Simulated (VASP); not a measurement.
# BAs in VASP: relaxation of cell and atoms with r2SCAN+rVV10

Aim: the relaxation of cell and atoms of BAs with r2SCAN+rVV10.

All numbers are computed with VASP 6.6.1; they aren't measurements. Logs are shortened: lines on timing, memory, paths and dates and some standing lists are left out, and cuts for length are marked.

### Step 1. Starting point

The cell holds a sheet with vacuum, 2 atoms: a = 3.380 Å, b = 3.380 Å, c = 16.000 Å, α = 90.00°, β = 90.00°, γ = 120.00°.

The cell was built by a generator and needn't be a form met in nature.

### Step 2. Relaxation of cell and atoms, r2SCAN+rVV10

The input, INCAR:

```
SYSTEM = BAs
ALGO = Normal
BPARAM = 11.95
CPARAM = 0.0093
EDIFF = 1E-6
EDIFFG = -0.005
ENCUT = 600
IBRION = 2
ISIF = 3
ISMEAR = 0
IVDW_NL = 2
KPAR = 4
LASPH = .True.
LATTICE_CONSTRAINTS = .TRUE. .TRUE. .FALSE.
LCHARG = .False.
LMIXTAU = .True.
LREAL = .False.
LUSE_VDW = .True.
LWAVE = .False.
METAGGA = R2SCAN
NELM = 120
NSW = 60
PREC = Accurate
SIGMA = 0.03
```

The input, KPOINTS:

```
k-points
0
Gamma
  12 12 1
  0 0 0
```

The input, POSCAR:

```
BAs
1.0
    3.3800000000      0.0000000000      0.0000000000
   -1.6900000000      2.9271658600      0.0000000000
    0.0000000000      0.0000000000     16.0000000000
B As
1 1
Direct
    0.3333330000      0.6666670000      0.5000000000
    0.6666670000      0.3333330000      0.5000000000
```

Potentials or basis: VASP PAW PBE potentials, release 64 (B, As).

Launch:

```console
cat potpaw_PBE.64/B/POTCAR potpaw_PBE.64/As/POTCAR > POTCAR
mpirun -np 4 vasp_std > vasp.out
```

OUTCAR:

```text
SYSTEM = BAs
   BPARAM = 11.95
   EDIFF = 1E-6
   EDIFFG = -0.005
   ENCUT = 600
   IBRION = 2
   ISIF = 3
   ISMEAR = 0
   IVDW_NL = 2
   LASPH = .True.
   LREAL = .False.
   METAGGA = R2SCAN
   NELM = 120
   NSW = 60
   PREC = Accurate

 ion  position               nearest neighbor table
   1  0.333  0.667  0.500-   2 1.95   2 1.95   2 1.95
   2  0.667  0.333  0.500-   1 1.95   1 1.95   1 1.95

  LATTYP: Found a hexagonal cell.
 ALAT       =     3.3800000000
 C/A-ratio  =     4.7337278107

  Lattice vectors:

 A1 = (   3.3800000000,   0.0000000000,   0.0000000000)
 A2 = (  -1.6900000000,   2.9271658600,   0.0000000000)
 A3 = (   0.0000000000,   0.0000000000,  16.0000000000)

Analysis of symmetry for initial positions (statically):
=====================================================================
 Subroutine PRICEL returns:
 Original cell was already a primitive cell.

 Routine SETGRP: Setting up the symmetry group for a
 hexagonal supercell.

 Subroutine GETGRP returns: Found 12 space group operations
 (whereof 12 operations were pure point group operations)
 out of a pool of 24 trial point group operations.

The static configuration has the point symmetry D_3h.

Analysis of symmetry for dynamics (positions and initial velocities):
=====================================================================
 Subroutine PRICEL returns:
 Original cell was already a primitive cell.

 Routine SETGRP: Setting up the symmetry group for a
 hexagonal supercell.

 Subroutine GETGRP returns: Found 12 space group operations
 (whereof 12 operations were pure point group operations)
 out of a pool of 24 trial point group operations.

The dynamic configuration has the point symmetry D_3h.

 Subroutine INISYM returns: Found 12 space group operations
 (whereof 12 operations are pure point group operations),
 and found     1 'primitive' translations

----------------------------------------------------------------------------------------

                                     Primitive cell

  volume of cell :     158.3011

  direct lattice vectors                    reciprocal lattice vectors
     3.380000000  0.000000000  0.000000000     0.295857988  0.170813689  0.000000000
    -1.690000000  2.927165860  0.000000000     0.000000000  0.341627379  0.000000000
     0.000000000  0.000000000 16.000000000     0.000000000  0.000000000  0.062500000

  length of vectors
     3.380000000  3.379999996 16.000000000     0.341627378  0.341627379  0.062500000

  position of ions in fractional coordinates (direct lattice)
     0.333333000  0.666667000  0.500000000
     0.666667000  0.333333000  0.500000000

  ion indices of the primitive-cell ions
   primitive index   ion index
                 1           1
                 2           2

----------------------------------------------------------------------------------------

 KPOINTS: k-points

Automatic generation of k-mesh.
 Grid dimensions read from file:
 generate k-points for:   12   12    1

 Generating k-lattice:

  Cartesian coordinates                     Fractional coordinates (reciprocal lattice)
     0.024654832  0.014234474  0.000000000     0.083333333  0.000000000  0.000000000
     0.000000000  0.028468948  0.000000000     0.000000000  0.083333333  0.000000000
     0.000000000  0.000000000  0.062500000     0.000000000  0.000000000  1.000000000

  Length of vectors
     0.028468948  0.028468948  0.062500000

  Shift w.r.t. Gamma in fractional coordinates (k-lattice)
     0.000000000  0.000000000  0.000000000

 Subroutine IBZKPT returns following result:
 ===========================================

 Found     19 irreducible k-points:

 Following reciprocal coordinates:
            Coordinates               Weight
  0.000000  0.000000  0.000000      1.000000
  0.083333  0.000000  0.000000      6.000000
  0.166667  0.000000  0.000000      6.000000
  0.250000  0.000000  0.000000      6.000000
  0.333333  0.000000  0.000000      6.000000
  0.416667 -0.000000  0.000000      6.000000
[... 11 lines left out ...]
  0.333333  0.250000  0.000000     12.000000
  0.333333  0.333333  0.000000      2.000000
   k-points           NKPTS =     19   k-points in BZ     NKDIM =     19   number of bands    NBANDS=      8
   number of dos      NEDOS =    301   number of ions     NIONS =      2
   total plane-waves  NPLWV = 100352
   dimension x,y,z NGX =    28 NGY =   28 NGZ =  128
   dimension x,y,z NGXF=    56 NGYF=   56 NGZF=  256
   ions per type =               1   1
   NGX,Y,Z   is equivalent  to a cutoff of  13.77, 13.77, 13.30 a.u.
   NGXF,Y,Z  is equivalent  to a cutoff of  27.54, 27.54, 26.60 a.u.
 SYSTEM =  BAs
   PREC   = accura    normal or accurate (medium, high low for compatibility)
   ISTART =      0    job   : 0-new  1-cont  2-samecut
   ICHARG =      2    charge: 1-file 2-atom 10-const
   ISPIN  =      1    spin polarized calculation?
   LNONCOLLINEAR =      F non collinear calculations
   LSORBIT =      F    spin-orbit coupling
   LASPH  =      T    aspherical Exc in radial PAW
   ENCUT  =  600.0 eV  44.10 Ry    6.64 a.u.   6.75  6.75 31.96*2*pi/ulx,y,z
   NELM   =    120;   NELMIN=  2; NELMDL= -5     # of ELM steps
   EDIFF  = 0.1E-05   stopping-criterion for ELM
   LREAL  =      F    real-space projection
   EDIFFG = -.5E-02   stopping-criterion for IOM
   NSW    =     60    number of steps for IOM
   IBRION =      2    ionic relax: 0-MD 1-quasi-New 2-CG
   NFREE  =      1    steps in history (QN), initial steepest desc. (CG)
   ISIF   =      3    stress and relaxation
   ISYM   =      2    0-nonsym 1-usesym 2-fastsym
   POTIM  = 0.5000    time-step for ionic-motion
   TEBEG  =    0.0;   TEEND  =   0.0 temperature during run
   PSTRESS=    0.0 pullay stress
   NELECT =       8.0000    total number of electrons
   NUPDOWN=      -1.0000    fix difference up-down
   EMIN   =  10.00;   EMAX   =-10.00  energy-range for DOS
   EFERMI =   0.00;   METHOD = LEGACY
   ISMEAR =     0;   SIGMA  =   0.03  broadening in eV -4-tet -1-fermi 0-gaus
   EFERMI_NEDOS =   21; number of points for ismear=-14 and -15
   IALGO  =     38    algorithm
   IMIX   =      4    mixing-type and parameters
     AMIX     =   0.40;   BMIX     =  1.00
     AMIX_MAG =   1.60;   BMIX_MAG =  1.00
  volume/ion in A,a.u.               =      79.15       534.13
  Fermi-wavevector in a.u.,A,eV,Ry     =   0.605262  1.143780  4.984389  0.366342
  Thomas-Fermi vector in A             =   1.658921
   LORBIT       =      0    0 simple, 1 ext, 2 COOP (PROOUT), +10 PAW based schemes
   METAGGA = R2SCAN    functional components
   LHFCALC =     F    Hartree Fock is set to
   AEXX    =    0.0000 exact exchange contribution
   IVDW_NL    =     2    kernel type
   BPARAM     =11.9500
   IVDW    =     0    specifies the selected vdW correction
   LEPSILON=     F    determine dielectric tensor
   LRPA    =     F    only Hartree local field effects (RPA)
 conjugate gradient relaxation of ions
 non-spin polarized calculation
 Gauss-broadening in eV      SIGMA  =   0.03
  energy-cutoff  :      600.00
  volume of cell :      158.30
 maximum number of plane-waves:      5302
 NGX is ok and might be reduce to    28
   NGX = 13   NGY = 13   NGZ = 63

--------------------------------------- Ionic step        1  -------------------------------------------

 number of electron       8.0000000 magnetization

 Free energy of the ion-electron system (eV)
  ---------------------------------------------------
  ext. energy  EPLUGINS =         0.00000000
  ---------------------------------------------------
  free energy    TOTEN  =       -21.11747854 eV

  energy without entropy =      -21.11747854  energy(sigma->0) =      -21.11747854

------------------------ aborting loop because EDIFF is reached ----------------------------------------

  FORCE on cell =-STRESS in cart. coord.  units (eV):
  Direction    XX          YY          ZZ          XY          YZ          ZX
  --------------------------------------------------------------------------------------
  -------------------------------------------------------------------------------------
  Total       -0.4005542     -0.4005542     -0.0116533      0.0000000     -0.0000000      0.0000000
  in kB       -4.0540387     -4.0540387     -0.1179435      0.0000000     -0.0000000      0.0000000
  external PRESSURE =      -2.7420070 kB  Pullay stress =       0.0000000 kB

 VOLUME and BASIS-vectors are now :
 -----------------------------------------------------------------------------
  energy-cutoff  :      600.00
  volume of cell :      158.30
      direct lattice vectors                 reciprocal lattice vectors
     3.380000000  0.000000000  0.000000000     0.295857988  0.170813689  0.000000000
    -1.690000000  2.927165860  0.000000000     0.000000000  0.341627379  0.000000000
     0.000000000  0.000000000 16.000000000     0.000000000  0.000000000  0.062500000

 POSITION                                       TOTAL-FORCE (eV/Angst)
 -----------------------------------------------------------------------------------
     -0.00000      1.95144      8.00000         0.000000      0.000000      0.000000
      1.69000      0.97572      8.00000        -0.000000      0.000000      0.000000
 -----------------------------------------------------------------------------------
    total drift:                               -0.000131      0.000076      0.000000

  FREE ENERGIE OF THE ION-ELECTRON SYSTEM (eV)
  ---------------------------------------------------
  free  energy   TOTEN  =       -21.1174785433 eV
[... 17 lines left out ...]
 VOLUME and BASIS-vectors are now :
 -----------------------------------------------------------------------------
  energy-cutoff  :      600.00
  volume of cell :      155.26
      direct lattice vectors                 reciprocal lattice vectors
     3.347342780  0.000000000  0.000000000     0.298744427  0.172480176  0.000000000
    -1.673671390  2.898883878  0.000000000     0.000000000  0.344960351  0.000000000
     0.000000000  0.000000000 16.000000000     0.000000000  0.000000000  0.062500000

 POSITION                                       TOTAL-FORCE (eV/Angst)
 -----------------------------------------------------------------------------------
     -0.00000      1.93259      8.00000        -0.000000      0.000000      0.000000
      1.67367      0.96629      8.00000         0.000000     -0.000000      0.000000
 -----------------------------------------------------------------------------------
    total drift:                               -0.000124      0.000071      0.000000

  FREE ENERGIE OF THE ION-ELECTRON SYSTEM (eV)
  ---------------------------------------------------
  free  energy   TOTEN  =       -21.1153190359 eV

  energy  without entropy=      -21.1153190359  energy(sigma->0) =      -21.11531904

--------------------------------------- Ionic step        3  -------------------------------------------

 number of electron       8.0000000 magnetization

 Free energy of the ion-electron system (eV)
  ---------------------------------------------------
  ext. energy  EPLUGINS =         0.00000000
  ---------------------------------------------------
  free energy    TOTEN  =       -21.11903211 eV

  energy without entropy =      -21.11903211  energy(sigma->0) =      -21.11903211

 E-fermi :  -3.1057     XC(G=0):  -2.6713

 val. band max:       -3.2379068114   @ k =   0.3333   0.3333   0.0000
 cond. band min:      -2.2598394293   @ k =   0.3333   0.3333   0.0000
 fundamental gap:      0.9780673822
 Fermi energy:        -3.1056607234

 k-point     1 :       0.0000    0.0000    0.0000
  band No.  band energies     occupation
      1     -17.7835      2.00000
      2      -7.4007      2.00000
      3      -4.7955      2.00000
      4      -4.7954      2.00000
      5       0.7733      0.00000
      6       1.2391      0.00000
      7       1.9392      0.00000
      8       1.9661      0.00000

 k-point     2 :       0.0833    0.0000    0.0000
  band No.  band energies     occupation
      1     -17.6801      2.00000
      2      -7.2839      2.00000
      3      -5.4589      2.00000
      4      -5.0217      2.00000
      5       0.9002      0.00000
      6       1.2871      0.00000
      7       2.0856      0.00000
      8       2.3053      0.00000

 k-point     3 :       0.1667    0.0000    0.0000
  band No.  band energies     occupation
      1     -17.3729      2.00000
      2      -6.9368      2.00000
      3      -6.9159      2.00000
      4      -5.5452      2.00000
      5       0.8509      0.00000
      6       1.3299      0.00000
      7       2.4354      0.00000
      8       2.7875      0.00000
[... 187 lines left out ...]
 VOLUME and BASIS-vectors are now :
 -----------------------------------------------------------------------------
  energy-cutoff  :      600.00
  volume of cell :      157.10
      direct lattice vectors                 reciprocal lattice vectors
     3.367128393  0.000000000  0.000000000     0.296988972  0.171466663  0.000000000
    -1.683564196  2.916018721  0.000000000     0.000000000  0.342933326  0.000000000
     0.000000000  0.000000000 16.000000000     0.000000000  0.000000000  0.062500000

 POSITION                                       TOTAL-FORCE (eV/Angst)
 -----------------------------------------------------------------------------------
     -0.00000      1.94401      8.00000        -0.000000      0.000000      0.000000
      1.68357      0.97201      8.00000         0.000000     -0.000000      0.000000
 -----------------------------------------------------------------------------------
    total drift:                               -0.000129      0.000074      0.000000

  FREE ENERGIE OF THE ION-ELECTRON SYSTEM (eV)
  ---------------------------------------------------
  free  energy   TOTEN  =       -21.1190321140 eV

  energy  without entropy=      -21.1190321140  energy(sigma->0) =      -21.11903211

 reached required accuracy - stopping structural energy minimisation
```

It took 20 min on 4 MPI ranks of Intel Xeon Platinum 8488C (Sapphire Rapids), shared host; peak memory 0.72 GiB.

Results:

```yaml
Free_energy: -21.1190 eV
Relaxed_volume: 78.55 Å³/atom
Relaxed_cell: a = 3.367 Å, b = 3.367 Å, c = 16.000 Å, α = 90.00°, β = 90.00°, γ = 120.00°
Space_group_after_relaxing_to_0.05_Å: P-6m2 (No. 187)
Energy_gained_by_relaxing: 0.8 meV/atom
Ionic_steps: 3
Band_gap_on_the_k_mesh: 0.98 eV, direct
```

The path:
```csv
step,energy change (eV),largest force (eV/Å),pressure (GPa),volume (Å³)
1,0.0000,0.0000,-0.27,158.30
2,0.0022,0.0000,0.43,155.26
3,-0.0016,0.0000,-0.01,157.10
```

Final structure:
```cif
data_structure
_symmetry_space_group_name_H-M 'P 1'
_symmetry_Int_Tables_number 1
_cell_length_a 3.3671
_cell_length_b 3.3671
_cell_length_c 16.0000
_cell_angle_alpha 90.000
_cell_angle_beta 90.000
_cell_angle_gamma 120.000
_cell_volume 157.10
loop_
_atom_site_label
_atom_site_type_symbol
_atom_site_fract_x
_atom_site_fract_y
_atom_site_fract_z
_atom_site_occupancy
B1 B 0.33333 0.66667 0.50000 1
As1 As 0.66667 0.33333 0.50000 1
```

Levels at points of the mesh, in eV from the valence-band top:
| k point | band 2 | band 3 | band 4 | band 5 | band 6 | band 7 |
| --- | --- | --- | --- | --- | --- | --- |
| (0.00, 0.00, 0.00) | -4.16 | -1.56 | -1.56 | 4.01 | 4.48 | 5.18 |
| (0.50, 0.00, 0.00) | -8.71 | -3.77 | -1.07 | 1.67 | 2.87 | 8.06 |

Caveat: the PAW data sets were made with another functional, which shifts forces and pressure a little. r2SCAN opens gaps a little over a GGA but as a rule still falls short of measured ones.
